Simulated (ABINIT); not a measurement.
A run of ABINIT 10.8.3 (patched build) is set up as follows.

run.abi

```
ndtset 2

pp_dirpath "./"
pseudos "W.GGA_PBE-JTH.xml, C.GGA_PBE-JTH.xml"

acell 3*1.0
rprim
     5.4924889812     0.0000000000     0.0000000000
    -2.7462444906     4.7566349877     0.0000000000
     0.0000000000     0.0000000000     5.3603971251
ntypat 2
znucl 74 6
natom 2
typat 1 2
xred
     0.0000000000     0.0000000000     0.0000000000
     0.6666666667     0.3333333333     0.5000000000

ecut 19.0
pawecutdg 38.0

ixc 23

occopt 3
tsmear 0.05 eV

nstep 100

iomode 3
prtwf 0
prteig 0
prtebands 0
enunit 1
prtden1 1

kptopt1 1
ngkpt1 10 10 9
nshiftk1 1
shiftk1 0.0 0.0 0.0
nband1 13
tolvrs1 1.0e-9

iscf2 -2
getden2 1
nband2 19
nbdbuf2 4
tolwfr2 1.0e-11
kptopt2 -7
ndivsm2 5
prteig2 1
prtvol2 -3
kptbounds2
     0.0000000000     0.0000000000     0.0000000000
     0.5000000000     0.0000000000     0.0000000000
     0.3333333333     0.3333333333     0.0000000000
     0.0000000000     0.0000000000     0.0000000000
     0.0000000000     0.0000000000     0.5000000000
     0.5000000000     0.0000000000     0.5000000000
     0.3333333333     0.3333333333     0.5000000000
     0.0000000000     0.0000000000     0.5000000000
```

Potentials or basis: JTH PAW PBE v2.0.

Launch:

```console
$ abinit run.abi > log 2>&1
```

Predict the band gap on the k mesh.

none (metal or under the smearing width).

Estimate the pressure.

-0.7 GPa.

Levels at the corners of the path, in eV from the Fermi level:
| point | band 6 | band 7 | band 8 | band 9 | band 10 | band 11 | band 12 | band 13 |
| --- | --- | --- | --- | --- | --- | --- | --- | --- |
| Γ | -4.32 | -3.33 | -3.33 | 0.12 | 3.22 | 3.22 | 5.64 | 5.64 |
| M | -7.02 | -3.61 | -3.57 | -0.43 | 2.33 | 4.54 | 4.89 | 6.89 |
| K | -6.57 | -4.55 | -3.44 | 0.60 | 1.00 | 2.06 | 3.24 | 9.20 |
| Γ | -4.32 | -3.33 | -3.33 | 0.12 | 3.22 | 3.22 | 5.64 | 5.64 |
| A | -8.64 | -2.01 | -2.01 | -0.59 | -0.59 | 3.68 | 4.55 | 4.55 |
| L | -6.45 | -4.31 | -4.17 | 0.31 | 4.44 | 5.31 | 6.67 | 9.19 |
| H | -7.21 | -5.38 | -1.59 | -0.64 | 4.41 | 6.41 | 7.60 | 9.08 |
| A | -8.64 | -2.01 | -2.01 | -0.59 | -0.59 | 3.68 | 4.55 | 4.55 |

Caveat: the PAW data sets were made with another functional, which shifts forces and pressure a little; spin-orbit coupling is left out, which moves the levels of the heavy elements.
